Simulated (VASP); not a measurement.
Write the native input for VASP 6.6.1 that does the following.

| Property | Result |
| --- | --- |
| Task | relaxation of cell and atoms |
| Functional | PBE |
| Potentials or basis | VASP PAW PBE potentials, release 64 (Ni, O) |
| Cutoff | 600 eV |
| k mesh | 12 × 12 × 12 |
| Occupations | gaussian, width 0.03 eV |
| Spin | collinear spin, ferromagnetic start |
| Starting moments | [2.0, 0.0] μB |
| Hubbard terms | Ni d U = 6.2 eV |
| Further INCAR settings | ALGO = Normal; EDIFF = 1e-06; AMIX = 0.2; BMIX = 0.0001; IBRION = 2; EDIFFG = -0.01; NSW = 90; ISIF = 3 |

The structure of NiO lies in POSCAR:

```
NiO
1.0
    0.0000000000      2.0859016400      2.0859016400
    2.0859016400      0.0000000000      2.0859016400
    2.0859016400      2.0859016400      0.0000000000
Ni O
1 1
Direct
    0.0000000000      0.0000000000      0.0000000000
    0.5000000000      0.5000000000      0.5000000000
```

One way to write it, as run:

INCAR

```
SYSTEM = NiO
PREC     = Accurate       ! precision mode
ENCUT    = 600            ! plane-wave cutoff, eV
EDIFF    = 1E-6           ! SCF threshold, eV
ISMEAR   = 0              ! smearing method
SIGMA    = 0.03           ! smearing width, eV
LREAL    = .False.        ! projectors in reciprocal space
LASPH    = .True.         ! aspherical terms in the spheres
NELM     = 150            ! most SCF steps
ALGO     = Normal         ! electronic algorithm
ISIF     = 3              ! what is computed and relaxed
LWAVE    = .False.        ! write WAVECAR
LCHARG   = .False.        ! write CHGCAR
ISPIN    = 2              ! spin polarisation
MAGMOM   = 2 0            ! initial moments
LORBIT   = 11             ! projections on sites
LMAXMIX  = 4              ! l up to which the mixer works
LDAU     = .True.         ! DFT+U
LDAUTYPE = 2            
LDAUL    = 2 -1           ! shell
LDAUU    = 6.2 0          ! U, eV
LDAUJ    = 0 0          
LDAUPRINT= 1            
GGA      = PE             ! functional
IBRION   = 2              ! ionic algorithm
NSW      = 90             ! ionic steps
EDIFFG   = -0.01          ! ionic threshold
AMIX     = 0.2          
BMIX     = 1E-4         
AMIX_MAG = 0.8          
BMIX_MAG = 1E-4
```

KPOINTS

```
regular mesh
0
Gamma
  12 12 12
  0 0 0
```

Potentials or basis: VASP PAW PBE potentials, release 64 (Ni, O).

The run is started by

```console
$ cat potpaw_PBE.64/Ni/POTCAR potpaw_PBE.64/O/POTCAR > POTCAR
$ mpirun -np 1 vasp_std > vasp.out
```

Results of the run:

The relaxed volume is 9.23 Å³/atom, the relaxed cell is a = 2.967 Å, b = 2.967 Å, c = 2.967 Å, α = 60.00°, β = 60.00°, γ = 60.00° and the space group after relaxing (to 0.05 Å) is Fm-3m (No. 225). The energy gained by relaxing is 1.5 meV/atom and the ionic steps are 3. The pressure after relaxing is 0.0 GPa and the band gap on the k mesh is 2.55 eV, indirect (least direct gap 3.19 eV). The net moment is 2.00 μB per cell. The site moments are Ni +1.82; O +0.17 μB. The valence electrons inside the program's atomic spheres are Ni 8.97; O 5.02.

Caveat: a cell with one magnetic atom can't hold antiferromagnetic order, which such compounds often take.

It took 28 s on 1 thread of Intel(R) Xeon(R) 6975P-C (Granite Rapids), on a shared host, peak memory 0.17 GiB.
